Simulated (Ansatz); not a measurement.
# SnO2: the band gap up the ladder of functionals

One table from this session's results is given with a row withheld; the runs are named, their logs left out.

Code: Ansatz 0.2.0. PAW datasets, plane waves. Calculated at 0 K for a non-magnetic cell.

## The cell

The cell was relaxed beforehand with r2SCAN.

It is tetragonal, P4_2/mnm (No. 136); a = 4.761 Å, c = 3.200 Å in the conventional setting, 12.09 Å³ an atom. Around Sn lie 6 O at 2.06–2.07 Å; around O lie 3 Sn at 2.06–2.07 Å.

Coordinates:

```cif
data_structure
_symmetry_space_group_name_H-M 'P4_2/mnm'
_symmetry_Int_Tables_number 136
_cell_length_a 4.7607
_cell_length_b 4.7607
_cell_length_c 3.2001
_cell_angle_alpha 90.000
_cell_angle_beta 90.000
_cell_angle_gamma 90.000
_cell_volume 72.53
loop_
_atom_site_label
_atom_site_type_symbol
_atom_site_symmetry_multiplicity
_atom_site_Wyckoff_symbol
_atom_site_fract_x
_atom_site_fract_y
_atom_site_fract_z
_atom_site_occupancy
Sn1 Sn 2 a 0.00000 0.00000 0.00000 1
O1 O 4 g 0.80590 0.80590 0.50000 1
```

The first run:

Input file input.yaml:

```yaml
crystal:
  lattice:
    - [-3.2001425945, 3.3663035207, 3.3663032624]
    - [3.2001425945, -3.3663035207, 3.3663032624]
    - [3.2001425945, 3.3663035207, -3.3663032624]
  atoms:
    - { symbol: Sn, position: [1.0, 0.25, 0.75] }
    - { symbol: Sn, position: [0.0, 0.75, 0.25] }
    - { symbol: Sn, position: [0.5, 0.5, 0.5] }
    - { symbol: Sn, position: [0.5, 0.0, 0.0] }
    - { symbol: O, position: [0.1940958877, 0.1940958877, 0.5] }
    - { symbol: O, position: [0.6940958746, 0.75, 0.9440958746] }
    - { symbol: O, position: [0.1940958877, 0.6940958877, 1.0] }
    - { symbol: O, position: [0.3059041254, 0.75, 0.5559041254] }
    - { symbol: O, position: [0.6940958746, 0.25, 0.4440958746] }
    - { symbol: O, position: [0.3059041254, 0.25, 0.0559041254] }
    - { symbol: O, position: [0.8059041123, 0.3059041123, 0.0] }
    - { symbol: O, position: [0.8059041123, 0.8059041123, 0.5] }
kpoints:
  mp_grid: { grid: [6, 6, 6] }
  band_path:
    path:
      - [[0.0, 0.0, 0.0], [9.463468612263e-20, -0.5, 0.5], [-0.5, -0.4999999616372, 0.4999999616372], [0.0, 0.0, 0.0], [-0.5, 0.5, 0.5], [-0.5, 1.378334996654e-15, 1.0], [-1.0, 3.836282992783e-08, 0.9999999616372], [-0.5, 0.5, 0.5]]
      - [[9.463468612263e-20, -0.5, 0.5], [-0.5, 1.378334996654e-15, 1.0]]
      - [[-0.5, -0.4999999616372, 0.4999999616372], [-1.0, 3.836282992783e-08, 0.9999999616372]]
    npoints: 10
hamiltonian:
  xc: pbe
scf:
  occupations: { method: fermi_dirac, width: 0.02 }
  n_extra_bands: 7
output:
  forces: true
  stress: true
  eigenvalues: true
  write_density: true
  write_potential: true
  elf: true
  volumetric_format: npy
```

Steps of the session up to this table: PBE band path; r2SCAN at the same geometry; HSE06; Single point with PBE+SOC; PBE0 at the same geometry.

One of the session's tables, all rows but one given; the rest of the session is left out.

```
  level  gap (eV)
    PBE      1.10
 r2SCAN      1.77
  HSE06      2.84
PBE+SOC      1.10
   PBE0         ?
```

Estimate the missing values for PBE0.

The run gave: gap (eV): 3.55. In the column «gap (eV)» it is the highest.

Meshes: PBE 6×6×6, r2SCAN 6×6×6, HSE06 4×4×4, PBE+SOC 6×6×6, PBE0 4×4×4

Against HSE06, PBE is short by 1.74 eV, at 39 % of it, and r2SCAN 62 %. PBE0 lies 0.71 eV above HSE06, which differs from it by screening the long-range exchange.

To keep in mind: Warnings in the runs' records: stress exchange threshold loose, stress scf threshold loose.
